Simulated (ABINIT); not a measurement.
The system is Te.

```xyz
3
Lattice="3.8203 -2.1482 0.0000 3.8203 2.1482 0.0000 -0.0943 0.0000 5.9761" Properties=species:S:1:pos:R:3 pbc="T T T"
Te    0.0000    0.0000    0.0000
Te    2.3324    0.0000    2.0248
Te    5.2139    0.0000    3.9513
```

This isn't the form of Te at room conditions, which is trigonal, of chains.

Base run:

* Program: ABINIT 10.8.3 (patched build)
* Functional: PBEsol
* Potentials or basis: PseudoDojo NC SR PBEsol v0.4.1 standard
* Cutoff: 925 eV
* k mesh: 5 × 5 × 4
* Occupations: fermi-dirac, width 0.05 eV
* Spin: no spin polarisation

Its results: band gap on the k mesh none (metal or under the smearing width); pressure -2.4 GPa; largest force 0.029 eV/Å.

Problem. The run is repeated on the same cell with these changes: functional from PBEsol to LDA; potentials or basis from PseudoDojo NC SR PBEsol v0.4.1 standard to PseudoDojo NC SR LDA v0.4.1 standard; cutoff from 925 eV to 952 eV. What comes out?

Solution. Band gap on the k mesh none (metal or under the smearing width); pressure -2.9 GPa; largest force 0.015 eV/Å.

Caveats: the cutoff is short for stress, so the pressure is rough (some runs).
